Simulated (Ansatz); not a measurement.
The cell is MgS built on the rocksalt prototype; cell and atoms were relaxed with r2SCAN. The symmetry is Fm-3m (No. 225, cubic); a = 5.203 Å in the conventional setting, 17.61 Å³ an atom. Mg is surrounded by 6 S at 2.60 Å; S is surrounded by 6 Mg at 2.60 Å.

```cif
data_structure
_symmetry_space_group_name_H-M 'Fm-3m'
_symmetry_Int_Tables_number 225
_cell_length_a 5.2030
_cell_length_b 5.2030
_cell_length_c 5.2030
_cell_angle_alpha 90.000
_cell_angle_beta 90.000
_cell_angle_gamma 90.000
_cell_volume 140.85
loop_
_atom_site_label
_atom_site_type_symbol
_atom_site_symmetry_multiplicity
_atom_site_Wyckoff_symbol
_atom_site_fract_x
_atom_site_fract_y
_atom_site_fract_z
_atom_site_occupancy
Mg1 Mg 4 a 0.00000 0.00000 0.00000 1
S1 S 4 b 0.50000 0.00000 0.00000 1
```

4 runs of Ansatz on this cell differ in the functional (and in the settings that go with it). Levels are in eV from each run's valence top; v1 is the last filled band, c1 the first empty one.

Run A, mean stress 0.0 GPa (compression positive):
```
point      v4     v3     v2     v1    c1    c2
    Γ  -13.19   0.00   0.00   0.00  4.64  8.48
    X  -11.47  -4.27  -1.73  -1.73  3.46  4.91
    U  -11.47  -3.75  -3.20  -1.40  4.56  7.32
    L  -11.85  -4.87  -0.62  -0.62  5.21  7.49
```

Run B, mean stress -0.4 GPa (compression positive):
```
point      v4     v3     v2     v1    c1    c2
    Γ  -14.02   0.00   0.00   0.00  5.53  9.83
    X  -12.17  -4.64  -1.86  -1.86  4.53  6.05
    U  -12.17  -4.08  -3.48  -1.50  5.68  8.57
    L  -12.58  -5.32  -0.65  -0.65  6.28  8.82
```

Run C, mean stress -0.4 GPa (compression positive):
```
point      v4     v3     v2     v1    c1    c2
    Γ  -13.96   0.00   0.00   0.00  4.83  9.09
    X  -12.12  -4.59  -1.84  -1.84  3.80  5.34
    U  -12.12  -4.03  -3.44  -1.49  4.95  7.83
    L  -12.52  -5.26  -0.65  -0.65  5.56  8.07
```

Run D, mean stress +1.2 GPa (compression positive):
```
point      v4     v3     v2     v1    c1    c2
    Γ  -12.67   0.00   0.00   0.00  3.72  7.92
    X  -10.99  -4.18  -1.68  -1.68  2.79  4.39
    U  -10.99  -3.68  -3.18  -1.36  3.91  6.69
    L  -11.35  -4.83  -0.59  -0.59  4.55  6.89
```

Question: Match the runs to PBE, r2SCAN, HSE06, PBE0.

Answer: A is r2SCAN, B is PBE0, C is HSE06, D is PBE. In order of the gap: PBE 2.79, r2SCAN 3.46, HSE06 3.80, PBE0 4.53 eV. The stress vanishes for r2SCAN, which relaxed the cell.

The values are computed, spin-unpolarised, and not measurements.

The stress of a hybrid is loosely converged in these runs.

The meshes of the hybrids are coarse, so their gaps aren't converged to the digits shown.
